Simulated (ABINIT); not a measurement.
The system is TePb.

```
Pb Te
1.0
     0.00000    3.23100    3.23100
     3.23100    0.00000    3.23100
     3.23100    3.23100    0.00000
Pb Te
1 1
Direct
  0.00000 0.00000 0.00000
  0.50000 0.50000 0.50000
```

Base run:

```yaml
Program: ABINIT 10.8.3 (patched build)
Functional: r2SCAN
Potentials_or_basis: JTH PAW PBE v2.0
Cutoff: 707 eV
k_mesh: 7 × 7 × 7
Occupations: fermi-dirac, width 0.05 eV
Spin: no spin polarisation
```

Its results: pressure 1.4 GPa.

Task: After a change of settings the same cell gave: pressure 1.8 GPa. Which change was it?
A. functional from r2SCAN to PW91
B. functional from r2SCAN to BLYP
C. functional from r2SCAN to revPBE
D. functional from r2SCAN to SCAN

Result: A.

Caveats: the PAW data sets were made with another functional, which shifts forces and pressure a little.

Runs at the PBE level aren't shown here.
